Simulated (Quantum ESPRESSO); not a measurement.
W:

```
W
1.0
    -1.58234    1.58234    1.58234
     1.58234   -1.58234    1.58234
     1.58234    1.58234   -1.58234
W
1
Direct
  0.00000 0.00000 0.00000
```

```yaml
Program: Quantum ESPRESSO 7.5
Task: phonons
Functional: LDA
Potentials_or_basis: PseudoDojo 0.4.1 SR LDA standard
Cutoff: 952 eV
Density_cutoff: 3810 eV
k_mesh: 10 × 10 × 10
Occupations: methfessel-paxton, width 0.272 eV
Spin: no spin polarisation
Hubbard_terms: W d U = 4.5 eV
Start_of_the_occupations: default
Hubbard_projectors: atomic
Form_of_the_LDA_correlation: PW92
Mixing_beta: 0.3
Most_SCF_iterations: 120
SCF_threshold: 2e-10 Ry
Mixing_ndim: 16
```

At P the frequencies are 216 216 216 cm⁻¹, at a pressure of -20.1 GPa.

How do the modes respond when the cell is scaled evenly, at fixed shape?

The highest mode has a Grüneisen parameter of 1.25 and moves by +1.1 cm⁻¹ per GPa. None of the listed modes softens on compression. The pressures give a bulk modulus of about 253 GPa.

Frequencies at 99 % and 101 % of the volume (pressures -17.5 and -22.6 GPa), ions relaxed:
| mode | 99 % (cm⁻¹) | 101 % (cm⁻¹) | Grüneisen parameter |
| --- | --- | --- | --- |
| 1 | 218.5 | 213.1 | 1.25 |
| 2 | 218.5 | 213.1 | 1.25 |
| 3 | 218.5 | 213.1 | 1.25 |

Modes are matched by their order; those that don't vary smoothly over the three volumes are left out.

Caveat: the mesh is thin for the phonons of a metal; the cell is more than 3 GPa from zero pressure, which shifts response properties; the q point doesn't lie on the k mesh, which can shift a metal's frequencies strongly unless the mesh is converged; U without spin polarisation on a metal has little footing; the U is typed as a test and isn't derived for this compound.
